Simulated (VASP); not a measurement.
A run of VASP 6.6.1 is set up as follows.

POSCAR

```
As                                      
1.0
    3.5733595620      0.0000000000      0.0000000000
   -1.7866797810      3.0946201540      0.0000000000
    0.0000000000      0.0000000000     17.4000000000
  As            
     2
Direct
     0.3333330000000032    0.6666669999999968    0.4596553888207942
     0.6666669999999968    0.3333330000000032    0.5403446111792058
```

INCAR.step1

```
SYSTEM = As
PREC = Accurate
ENCUT = 520
EDIFF = 1E-5
ISMEAR = 0
SIGMA = 0.03
LREAL = .FALSE.
LASPH = .TRUE.
NELM = 100
ALGO = Normal
ISIF = 2
LWAVE = .TRUE.
LDIPOL = .TRUE.
IDIPOL = 3
DIPOL = 0.5 0.5 0.500
GGA = PE
```

Contents of INCAR.step2:

```
SYSTEM = As
PREC = Accurate
ENCUT = 520
EDIFF = 1E-6
ISMEAR = 0
SIGMA = 0.03
LREAL = .FALSE.
LASPH = .TRUE.
NELM = 100
ALGO = Normal
ISIF = 2
LWAVE = .FALSE.
LCHARG = .TRUE.
LDIPOL = .TRUE.
IDIPOL = 3
DIPOL = 0.5 0.5 0.500
GGA = PE
LHFCALC = .TRUE.
HFSCREEN = 0.2
PRECFOCK = Fast
LELF = .TRUE.
LVHAR = .TRUE.
LVACPOTAV = .TRUE.
ISTART = 1
```

Contents of KPOINTS:

```
Automatic mesh
0
G
  6 6 1
  0 0 0
```

Potentials or basis: VASP PAW PBE potentials, release 64 (As).

Run with:

```console
$ cat potpaw_PBE.64/As/POTCAR > POTCAR
$ cp INCAR.step1 INCAR
$ mpirun -np 1 vasp_std > vasp.out
$ cp INCAR.step2 INCAR
$ mpirun -np 1 vasp_std > vasp.out
```

**Question.** Estimate the ionisation potential of the upper face.

**Answer.** 5.69 eV.

**Question.** Predict the band gap on the k mesh.

**Answer.** 2.16 eV, indirect (least direct gap 2.82 eV).

**Question.** Predict the largest force.

**Answer.** 0.567 eV/Å.

Forces in eV/Å, atoms in the order of the input:
```
As   0.000  0.000  0.567
As   0.000  0.000 -0.567
```

Caveat: the PAW data sets were made with another functional, which shifts forces and pressure a little.
